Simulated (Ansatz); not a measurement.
Input and command of a plane-wave DFT calculation in Ansatz:

```yaml
crystal:
  lattice:
    - [3.2855208648, 0.0, 0.0]
    - [-1.6427604324, 2.8453445336, 0.0]
    - [0.0, 0.0, 46.0775279785]
  atoms:
    - { symbol: Se, position: [0.3333333333, 0.6666666667, 0.3910665955] }
    - { symbol: W, position: [0.6666666667, 0.3333333333, 0.4276286914] }
    - { symbol: Se, position: [0.3333333333, 0.6666666667, 0.4641907873] }
    - { symbol: Se, position: [0.0, 0.0, 0.5358092127] }
    - { symbol: W, position: [0.3333333333, 0.6666666667, 0.5723713086] }
    - { symbol: Se, position: [0.0, 0.0, 0.6089334045] }
  periodic: [true, true, false]
basis:
  ecutwfc: 420
kpoints:
  mp_grid: { grid: [12, 12, 1] }
  band_path:
    path:
      - [0, 0, 0]
      - [0.5, 0, 0]
      - [0.3333333333333, 0.3333333333333, 0]
      - [0, 0, 0]
    npoints: 8
hamiltonian:
  xc: pbe
  dispersion: d3bj
scf:
  occupations: { method: gaussian, width: 0.02 }
output:
  forces: true
  stress: true
  eigenvalues: true
  write_density: true
  write_potential: true
  elf: true
  volumetric_format: npy
relax:
  adjacent_minimum: "off"
  f_tol: 0.01
  max_steps: 50
  constraints: [{ sites: [0, 3], fix: xy }]
```

```bash
ansatz run input.yaml --threads 2 --pin off --max-ram 5120MiB --backend cpu --events-out ev --progress --plain --runs-dir out
```

Processor: Intel(R) Xeon(R) 6975P-C (Granite Rapids), 2 threads, on a host shared with other jobs.

**Question.** Estimate time, memory and problem size.

**Answer.** About 88 s on 2 threads of Intel(R) Xeon(R) 6975P-C (Granite Rapids), with other jobs on the host, peak memory 0.99 GiB. It solves 56 bands at 19 k points (the mesh reduced by symmetry) with about 8553 plane waves, in 42 SCF iterations over 5 ionic steps.
